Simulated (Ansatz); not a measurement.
Consider Ga6AsP5 (zincblende [001] superlattice).

The cell holds 12 atoms: 6 Ga, 1 As and 5 P. Cell: a = 3.874 Å, b = 3.874 Å, c = 16.404 Å, α = 90.0°, β = 90.0°, γ = 90.0°. It derives from GaAs. Regions: GaAs, 2 atoms (1 Ga and 1 As); GaP, 10 atoms (5 Ga and 5 P). The structure's axis is c.

```xyz
12
Lattice="3.8744 0.0000 0.0000 0.0000 3.8744 0.0000 0.0000 0.0000 16.4043" Properties=species:S:1:pos:R:3 pbc="T T T"
Ga    0.0000    0.0000    0.6767
As    1.9372    0.0000    2.1274
Ga    1.9372    1.9372    3.5781
P     0.0000    1.9372    4.9280
Ga    0.0000    0.0000    6.2798
P     1.9372    0.0000    7.6297
Ga    1.9372    1.9372    8.9796
P     0.0000    1.9372   10.3296
Ga    0.0000    0.0000   11.6795
P     1.9372    0.0000   13.0295
Ga    1.9372    1.9372   14.3794
P     0.0000    1.9372   15.7312
```

The structure was relaxed with PBEsol. The runs that relaxed it are not among those shown.

Gaps computed with Ansatz 0.2.0 without a self-energy: PBEsol 1.36 eV and HSE06 2.12 eV.

Question: Estimate the G0W0@PBEsol gap with 4×4×2 mesh, 1027 empty bands, screening to 150 eV, PAW set soft_1 files.

About 1.97 eV: on its mesh the run moves the gap from 1.35 eV by +0.62 eV. Among the scalar-relativistic levels given, HSE06 is nearest (+0.15 eV). Bands and cutoff are finite, so the gap is not at the basis limit. The miss can reach some tenths of an eV and take either sign; the mesh is an error of its own. The 4×4×2 mesh is coarse for this cell (its supercell is 15 Å along the shortest edge). The RPA ε∞ on it, from the PBEsol start, is 11.62 and 15.06; such meshes misread the long-range screening, most where the gap is narrow. The many-body steps are scalar-relativistic: spin-orbit coupling is not in them.

[Paths, hosts, dates, memory and timing lines, banners, echoed tables and standing remarks are left out of the program output.]

[Logs are printed without paths, hosts, clocks, repeated set-up lines and the standing remarks that a program may print on its own settings, such as how far it seeks lower states.]

[Runs of the session that timed out or met a known fault of the program may be left out.]

[Cells called generated may have been cut or substituted from an entry of the Crystallography Open Database or the Materials Project.]

[Hosts, paths, dates, database ids (printed as entryN), source tags and the programs' standing remarks are cut or masked in the printed files.]
